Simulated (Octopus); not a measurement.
Here is an Octopus 16.4 calculation.

Contents of inp:

```
CalculationMode = gs
UnitsOutput = eV_Angstrom
PeriodicDimensions = 3
ExperimentalFeatures = yes
PseudopotentialSet = pseudodojo_pbesol
%LatticeParameters
 1*angstrom | 1*angstrom | 1*angstrom
%
%LatticeVectors
 3.1967 | 0 | 0
 -1.59835 | 2.7684234083 | 0
 0 | 0 | 5.0578
%
%ReducedCoordinates
 "Hf" | 0.6666666667 | 0.3333333333 | 0.75
 "Hf" | 0.3333333333 | 0.6666666667 | 0.25
%
%Spacing
 0.14530455*angstrom | 0.14530455*angstrom | 0.14875882*angstrom
%
DerivativesOrder = 8
%KPointsGrid
 10 | 10 | 5
%
KPointsUseSymmetries = yes
XCFunctional = gga_x_pbe_sol + gga_c_pbe_sol
SmearingFunction = fermi_dirac
Smearing = 0.05*eV
ExtraStates = 10
Eigensolver = chebyshev_filter
ConvRelDens = 3e-7
MaximumIter = 120
```

Potentials or basis: pseudodojo_pbesol (PseudoDojo 0.4, PBEsol).

The run is started by

```bash
$ OMP_NUM_THREADS=1 octopus > out.log
```

Question: Estimate the band gap on the k mesh.

Answer: None (metal or under the smearing width).

The run has no spin-orbit coupling, so splittings on Hf are missing.
